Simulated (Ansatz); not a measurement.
Diethyl ether (`CCOCC`). Charge 0, multiplicity 1.

```xyz
15

C     1.2924    1.3883   -1.3892
C     0.1370    0.7230   -0.6850
O     0.6099    0.1569    0.5121
C    -0.3972   -0.3819    1.3341
C    -0.9659   -1.6934    0.8283
H     2.0722    0.6588   -1.6170
H     0.9584    1.8405   -2.3257
H     1.7270    2.1685   -0.7614
H    -0.3078   -0.0446   -1.3341
H    -0.6540    1.4566   -0.4614
H     0.0710   -0.5331    2.3101
H    -1.2039    0.3557    1.4674
H    -0.1666   -2.4230    0.6808
H    -1.5004   -1.5725   -0.1162
H    -1.6719   -2.0998    1.5571
```

List the harmonic frequencies (cm⁻¹, unscaled) at PBE0-D4/def2-TZVP in Ansatz. (Estimate.)

Computed: 59, 120, 220, 249, 313, 377, 507, 797, 821, 856, 937, 1063, 1102, 1126, 1176, 1187, 1216, 1298, 1329, 1383, 1393, 1411, 1428, 1474, 1479, 1483, 1493, 1500, 1522, 2975, 2987, 3013, 3053, 3057, 3087, 3128, 3135, 3136, 3138.

Is this a minimum?

Yes, all 39 modes are real.

Give the ideal-gas thermochemistry at 298.15 K and 1 bar (rigid rotor, harmonic oscillator; point group C1, symmetry number 1).

Zero-point energy 359.0 kJ/mol; H(298) − E = 379.4 kJ/mol; entropy 335.4 J/(mol·K), of which translation 162.6, rotation 107.8, vibration 65.0; G(298) − E = 279.3 kJ/mol. Modes under 100 cm⁻¹ are hindered rotations or soft bends, so the harmonic entropy is rough.

And at 400, 500, 600, 800 and 1000 K?


```
T (K)  H − E (kJ/mol)  S (J/mol/K)  G − E (kJ/mol)
  400           391.4        369.9           243.4
  500           406.0        402.4           204.8
  600           423.2        433.8           163.0
  800           464.0        492.2            70.3
 1000           511.5        545.0           -33.5
```
